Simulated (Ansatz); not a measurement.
# Zr: the cost of one run

Method: DFT PBE, scalar-relativistic, plane waves, PAW, in Ansatz 0.2.0.

## (1) The system as given

Symmetry: I4_1/amd, No. 141, tetragonal system. The conventional cell has a = 5.613 Å, b = 5.613 Å, c = 3.062 Å, α = 90.00°, β = 90.00°, γ = 90.00°. Around Zr (site symmetry -4m2) lie 6 Zr at 2.91 to 3.06 Å.

Structure file:

```
Zr
1.0
    -2.80671    2.80671    1.53111
     2.80671   -2.80671    1.53111
     2.80671    2.80671   -1.53111
Zr
2
Direct
  0.00000 0.00000 0.00000
  0.75000 0.25000 0.50000
```

This is candidate A: beta-tin type (I4_1/amd, No. 141).

(A quick probe on a coarse mesh, which set the mesh and smearing, is not shown.)

## (3) The relaxation (candidate A)

Input file input.yaml:

```yaml
crystal:
  lattice:
    - [-2.8067140066, 2.8067140066, 1.531114301]
    - [2.8067140066, -2.8067140066, 1.531114301]
    - [2.8067140066, 2.8067140066, -1.531114301]
  atoms:
    - { symbol: Zr, position: [0.0, 0.0, 0.0] }
    - { symbol: Zr, position: [0.75, 0.25, 0.5] }
basis:
  ecutwfc: 420
kpoints:
  mp_grid: { grid: [20, 20, 20] }
hamiltonian:
  xc: pbe
scf:
  occupations: { method: gaussian, width: 0.1 }
output:
  forces: true
  stress: true
  eigenvalues: true
relax:
  adjacent_minimum: "off"
  f_tol: 0.01
  max_steps: 80
  cell: { stress_tol: 0.05 }
```

Q: Estimate wall time and peak memory on 1 thread of an x86-64 CPU, shared host.

About 96 s, with a peak of 0.82 GiB.
